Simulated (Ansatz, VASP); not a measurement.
## NiO: VASP beside Ansatz

File INCAR:

```
SYSTEM = NiO
ALGO = Normal
EDIFF = 1E-7
ENCUT = 520
ISIF = 2
ISMEAR = -1
ISPIN = 2
LASPH = .True.
LCHARG = .True.
LDAU = .True.
LDAUJ = 0 0
LDAUL = 2 -1
LDAUPRINT = 1
LDAUTYPE = 2
LDAUU = 2 0
LELF = .True.
LMAXMIX = 4
LORBIT = 11
LREAL = .False.
LVHAR = .True.
LWAVE = .False.
MAGMOM = 1 0
NBANDS = 19
NELM = 150
PREC = Accurate
SIGMA = 0.05
```

The input KPOINTS:

```
k-points
0
Gamma
  7 7 7
  0 0 0
```

File POSCAR:

```
NiO
1.0
    0.0000000000      2.2406300000      2.2406300000
    2.2406300000      0.0000000000      2.2406300000
    2.2406300000      2.2406300000      0.0000000000
Ni O
1 1
Direct
    0.0000000000      0.0000000000      0.0000000000
    0.7500000000      0.7500000000      0.7500000000
```

The input input.yaml:

```yaml
crystal:
  lattice:
    - [0.0, 2.24063, 2.24063]
    - [2.24063, 0.0, 2.24063]
    - [2.24063, 2.24063, 0.0]
  atoms:
    - { symbol: Ni, position: [0.0, 0.0, 0.0], spin: 1.0 }
    - { symbol: O, position: [0.75, 0.75, 0.75] }
hamiltonian:
  xc: lda
  pseudopotentials: { kind: paw }
  hubbard: { sites: [{ species: Ni, l: d, u_eff: 2.0 }] }
magnetization:
  spin_polarized: true
kpoints:
  mp_grid: { grid: [7, 7, 7] }
scf:
  occupations: { method: fermi_dirac, width: 0.05 }
  n_extra_bands: 6
output:
  forces: true
  stress: true
  eigenvalues: true
  dos: { projected: false, de: 0.05, nscf_kmesh: { grid: [11, 11, 11] } }
```

The cell was built by a generator and needn't be a form met in nature.

Alike in both runs: functional LDA; k mesh 7 × 7 × 7; occupations fermi-dirac, width 0.05 eV; collinear spin; Hubbard terms Ni d U = 2.0 eV.

```csv
,VASP,Ansatz
version,VASP 6.6.1,Ansatz 0.2.0
potentials or method,"VASP PAW LDA potentials, release 64 (Ni, O)",Ansatz PAW
plane-wave cutoff (eV),520,420
valence electrons in the cell,16,24
task,single point,density of states
```

```csv
,VASP,Ansatz,Ansatz less VASP
gap on the k mesh at the Fermi level (eV),none,none,-
pressure (GPa),-14.7,-12.3,+2.46
net moment per atom (μB),1.00,1.00,+0.001
size of the moment on the site where the two differ most (μB),1.56,1.49,-0.070
```

Site moments also hang on the region over which each program counts them. The programs project onto different local orbitals, so the same U acts differently. A gap of «none» marks a metal or a gap that the smearing closes. The two sets of potentials don't hold the same shells in valence.

Caveats: a cell with one magnetic atom can't hold antiferromagnetic order, which such compounds often take; the magnetic or orbital state may not be the lowest (Ansatz); the pressure holds a Pulay correction of +0.8 GPa for the finite cutoff (Ansatz); the PAW data sets come from PBE, with cores solved anew for the run's functional, which leaves a small shift of forces and pressure (Ansatz); the density of states is complete only up to the lowest level of the last band computed (Ansatz). The state reached can hang on the start; a lower one may exist.
